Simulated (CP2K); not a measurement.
Runs of CP2K 2026.2 on Hf. Symmetry: Im-3m, No. 229, cubic system. Conventional cell: a = 3.610 Å, b = 3.610 Å, c = 3.610 Å, α = 90.00°, β = 90.00°, γ = 90.00°. Hf (site symmetry m-3m) has 8 Hf at 3.13 Å as nearest neighbours. This isn't the form of Hf at room conditions, which is hcp.

| level | potentials or basis | smearing | EPS_DEFAULT | NGRIDS | basis sets | potentials | points a segment of the path (NPOINTS) | gap on the mesh (eV) | pressure (GPa) |
| --- | --- | --- | --- | --- | --- | --- | --- | --- | --- |
| r2SCAN | POTENTIAL_UZH Hf GTH-SCAN-q12; TZVP-MOLOPT-SCAN-GTH basis | fermi-dirac 0.05 eV | 1.0E-10 | 4 | Hf TZVP-MOLOPT-SCAN-GTH-q12 | Hf GTH-SCAN-q12 of POTENTIAL_UZH | 6 | none | (a) |
| PBE | POTENTIAL_UZH Hf GTH-PBE-q12; TZVP-MOLOPT-PBE-GTH basis | fermi-dirac 0.05 eV | 1.0E-10 | 4 | Hf TZVP-MOLOPT-PBE-GTH-q12 | Hf GTH-PBE-q12 of POTENTIAL_UZH | 6 | none | -4.5 |
| PBE | POTENTIAL_UZH Hf GTH-PBE-q12; TZVP-MOLOPT-PBE-GTH basis | fermi-dirac 0.1 eV | 1.0E-9 | 4 | Hf TZVP-MOLOPT-PBE-GTH-q12 | Hf GTH-PBE-q12 of POTENTIAL_UZH | 6 | none | -4.2 |
| LDA | GTH_POTENTIALS Hf GTH-PADE-q12; TZVP-MOLOPT-PBE-GTH basis | fermi-dirac 0.05 eV | 1.0E-10 | 5 | Hf TZVP-MOLOPT-PBE-GTH-q12 | Hf GTH-PADE-q12 of GTH_POTENTIALS | 10 | none | -32.4 |
| PBEsol | POTENTIAL_UZH Hf GTH-PBE-q12; TZVP-MOLOPT-PBE-GTH basis | fermi-dirac 0.05 eV | 1.0E-10 | 4 | Hf TZVP-MOLOPT-PBE-GTH-q12 | Hf GTH-PBE-q12 of POTENTIAL_UZH | 10 | none | -7.9 |
| TB-mBJ | POTENTIAL_UZH Hf GTH-PBE-q12; TZVP-MOLOPT-PBE-GTH basis | fermi-dirac 0.05 eV | 1.0E-9 | 5 | Hf TZVP-MOLOPT-PBE-GTH-q12 | Hf GTH-PBE-q12 of POTENTIAL_UZH | 10 | none | - |

Alike in all rows: task band structure; no spin polarisation; cell as given; k mesh 10 × 10 × 10.

Task: Estimate the missing entries.

Result: (a) -8.1.

Caveats: spin-orbit coupling is left out, which moves the levels of the heavy elements; the basis of atomic orbitals isn't converged, which shifts pressures, moduli and gaps; the potentials were made for another functional, which shifts forces and pressure (some runs); a pressure of tens of GPa on the cell as given is suspect, and the run, the potentials or the cell itself is likely at fault (some runs); this is a model potential without an energy functional, so only levels have meaning (some runs).

A k mesh can miss the band edges, and the runs leave out spin-orbit coupling on Hf.

A gap of «none» marks a metal or a gap under the smearing width.
